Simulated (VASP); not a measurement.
## Results of a VASP single-point calculation on BaTe (strained measured structure)

POSCAR

```
Ba Te
 1.0000000000000000
     0.0000000000000000    3.6902766683000001    3.4896019900000002
     3.6902766683000001    0.0000000000000000    3.4896019900000002
     3.6902766683000001    3.6902766683000001    0.0000000000000000
 Ba  Te
   1   1
Cartesian
  0.0000000000000000  0.0000000000000000  0.0000000000000000
  3.6902766683000001  3.6902766683000001  3.4896019900000002
```

The gap between bands v and c is 1.64 eV and the least direct gap is 2.02 eV.

Band v is the last that the valence electrons fill when counted band by band, and c is the next. Levels in eV from the top of v:

```tsv
point	v−1	v	c	c+1
Γ	-0.10	0.00	2.38	2.80
X	-0.42	-0.37	1.65	3.93
K	-0.94	-0.76	2.52	4.55
L	-1.03	-1.00	3.96	4.42
W	-1.00	-0.83	3.29	3.30
```

**Question.** Which of these levels of theory gave these results?
A. HSE06
B. PBE with spin–orbit coupling
C. PBE0
D. PBEsol
E. r²SCAN
F. PBE
G. LDA

**Answer.** F.

The INCAR was:

```
LWAVE = .FALSE.
LCHARG = .FALSE.
ISMEAR = -1
NELM = 120
NBANDS = 15
LREAL = .FALSE.
IBRION = -1
PREC = Accurate
ENCUT = 520
SIGMA = 0.02
LASPH = .TRUE.
GGA = PE
EDIFF = 1E-7
ISIF = 2
NSW = 0
```
